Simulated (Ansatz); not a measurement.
Crystal: MgS.

```
S Mg
1.0
     0.00000    2.83312    2.83312
     2.83312    0.00000    2.83312
     2.83312    2.83312    0.00000
S Mg
1 1
Cartesian
  1.4166 1.4166 1.4166
  0.0000 0.0000 0.0000
```

The cell comes from a database or a generator and needn't be the stable form of this composition.

Base run:

- Program: Ansatz 0.2.0
- Functional: PBEsol
- Potentials or basis: all-electron PAW datasets made for the crystal
- Cutoff: 200 eV
- Density cutoff: 1000 eV
- k mesh: 6 × 6 × 6
- Occupations: fermi-dirac, width 0.05 eV
- Spin: no spin polarisation

Its results: band gap on the k mesh 3.28 eV, direct.

Question: The run is repeated on the same cell with these changes: functional from PBEsol to PBE0; cutoff from 200 eV to 250 eV. What comes out?

Answer: Band gap on the k mesh 5.19 eV, direct.

PBE0 gives the wider gap, since exact exchange removes part of the self-interaction.

A k mesh can miss the band edges.

Not every run made on this cell is shown here.
